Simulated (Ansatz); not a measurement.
Runs of Ansatz 0.2.0 on C. It takes space group Fd-3m (No. 227, cubic). The conventional cell has a = 3.567 Å, b = 3.567 Å, c = 3.567 Å, α = 90.00°, β = 90.00°, γ = 90.00°. C (site symmetry -43m) is surrounded by 4 C at 1.54 Å. This isn't the form of C at room conditions, which is graphite.

```tsv
task	level	potentials or basis	cell	cutoff (eV)	points for each segment of the path	gap on the mesh (eV)	pressure (GPa)	V0 of scaled cells (Å³/atom)	relaxed volume (Å³/atom)	B0 (GPa)
equation of state	PBEsol	PseudoDojo PBEsol stringent	as given	1116	-	-	-	5.63	-	449
equation of state	r2SCAN+D4	Ansatz PAW	as given	500	-	-	-	5.61	-	455
relaxation of cell and atoms	SVWN5	Ansatz PAW	relaxed	420	-	4.18	0.0	-	5.50	-
equation of state	revPBE	Ansatz PAW	as given	420	-	-	-	(b)	-	422
band structure	rPW86-PBE	Ansatz PAW	as given	420	14	(c)	(a)	-	-	-
relaxation of cell and atoms	PBEsol	Ansatz PAW	relaxed	420	-	4.04	0.0	-	5.61	-
band structure	RPBE	Ansatz PAW	as given	420	14	4.15	7.9	-	-	-
equation of state	BLYP+D3(BJ)	Ansatz PAW	as given	420	-	-	-	5.68	-	424
```

Alike in all rows: no spin polarisation; k mesh 13 × 13 × 13; smearing fermi-dirac 0.05 eV.

Q: Fill in the values left out.

A: (a) 8.8; (b) 5.76; (c) 4.43.

Caveats: the PAW data sets come from PBE, with cores solved anew for the run's functional, which leaves a small shift of forces and pressure (some runs); odd divisions of the mesh miss points on the zone boundary, where band edges often lie, so the gap on the mesh can be too wide (some runs); the plane-wave basis is chosen anew once the cell has moved, so the energies of steps on either side of that aren't comparable (some runs); the potentials were made for another functional, which shifts forces and pressure (some runs); the PAW data sets were made with another functional, which shifts forces and pressure a little (some runs).

A k mesh can miss the band edges.

Runs at the PBE level aren't shown here.
